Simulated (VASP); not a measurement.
Here is a VASP 6.6.1 calculation.

File INCAR:

```
SYSTEM = Sb
ALGO = Normal ; EDIFF = 1E-6
EDIFFG = -0.01 ; ENCUT = 520
GGA = PE ; IBRION = 2
ISIF = 3 ; ISMEAR = 0
LASPH = .TRUE. ; LCHARG = .FALSE.
LREAL = .FALSE. ; LWAVE = .FALSE.
NELM = 120 ; NSW = 90
PREC = Accurate ; SIGMA = 0.1
```

The input KPOINTS:

```
k-points
0
G
  18 18 18
  0 0 0
```

The input POSCAR:

```
Sb
1.0
   -1.7250000000      1.7250000000      1.7250000000
    1.7250000000     -1.7250000000      1.7250000000
    1.7250000000      1.7250000000     -1.7250000000
Sb
1
Direct
    0.0000000000      0.0000000000      0.0000000000
```

Potentials or basis: VASP PAW PBE potentials, release 64 (Sb).

Command:

```sh
$ cat potpaw_PBE.64/Sb/POTCAR > POTCAR
$ mpirun -np 1 vasp_std > vasp.out
```

Q: Estimate the relaxed cell.

A: a = 3.278 Å, b = 3.278 Å, c = 3.278 Å, α = 109.47°, β = 109.47°, γ = 109.47°.

Q: What does it give for the space group after relaxing (to 0.05 Å)?

A: Im-3m (No. 229).

Q: What does it give for the relaxed volume?

A: 27.10 Å³/atom.

The path:
| step | energy change (eV) | largest force (eV/Å) | pressure (GPa) | volume (Å³) |
| --- | --- | --- | --- | --- |
| 1 | 0.0000 | 0.0000 | 32.51 | 20.53 |
| 2 | -0.2193 | 0.0000 | -8.73 | 35.57 |
| 3 | -0.5179 | 0.0000 | -0.49 | 27.34 |
| 4 | -0.5182 | 0.0000 | -0.15 | 27.19 |
| 5 | -0.5182 | 0.0000 | 0.18 | 27.04 |
| 6 | -0.5182 | 0.0000 | 0.19 | 27.04 |
| 7 | -0.5182 | 0.0000 | 0.18 | 27.04 |
| 8 | -0.5182 | 0.0000 | 0.18 | 27.04 |
| 9 | -0.5182 | 0.0000 | 0.18 | 27.04 |
| 10 | -0.5182 | 0.0000 | 0.18 | 27.04 |
| 11 | -0.5182 | 0.0000 | 0.18 | 27.05 |
| 12 | -0.5182 | 0.0000 | 0.18 | 27.05 |
| 13 | -0.5182 | 0.0000 | 0.18 | 27.05 |
| 14 | -0.5182 | 0.0000 | 0.17 | 27.05 |
| 15 | -0.5182 | 0.0000 | 0.17 | 27.05 |
| 16 | -0.5182 | 0.0000 | 0.17 | 27.05 |
| 17 | -0.5182 | 0.0000 | 0.16 | 27.06 |
| 18 | -0.5182 | 0.0000 | 0.11 | 27.07 |
| 19 | -0.5182 | 0.0000 | 0.04 | 27.10 |

Caveat: the volume moved by over 15 % at a fixed basis, so the end points are rough; the volume moved by +32 % from the deposited cell, more than functionals usually miss. Zero-point motion and thermal expansion aren't in these numbers.
